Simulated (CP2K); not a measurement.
The system is AlN.

```
Al N
1.0
     3.08863    0.00000    0.00000
     1.54432    2.67483    0.00000
     1.54432    0.89161    2.52186
Al N
1 1
Direct
  0.00000 0.00000 0.00000
  0.25000 0.25000 0.25000
```

Measurements of this composition are mostly on another form, of space group No. 186.

Base run:

```yaml
Program: CP2K 2026.2
Functional: PBE
Potentials_or_basis: POTENTIAL_UZH Al GTH-PBE-q3, N GTH-PBE-q5; TZVP-MOLOPT-PBE-GTH basis
Density_cutoff: 6123 eV
k_mesh: 10 × 10 × 10
Occupations: fermi-dirac, width 0.05 eV
Spin: no spin polarisation
```

Its results: band gap on the k mesh 3.32 eV, indirect (least direct gap 4.22 eV); pressure 3.8 GPa.

Problem. The run is repeated on the same cell with these changes: functional from PBE to PBEsol. What comes out?

Solution. Band gap on the k mesh 3.17 eV, indirect (least direct gap 4.11 eV); pressure 3.4 GPa.

PBEsol binds more tightly than PBE, so the same cell stands under less pressure.

Caveats: the basis of atomic orbitals isn't converged, which shifts pressures, moduli and gaps; the potentials were made for another functional, which shifts forces and pressure (some runs).

A k mesh can miss the band edges.

Not every run made on this cell is shown here.
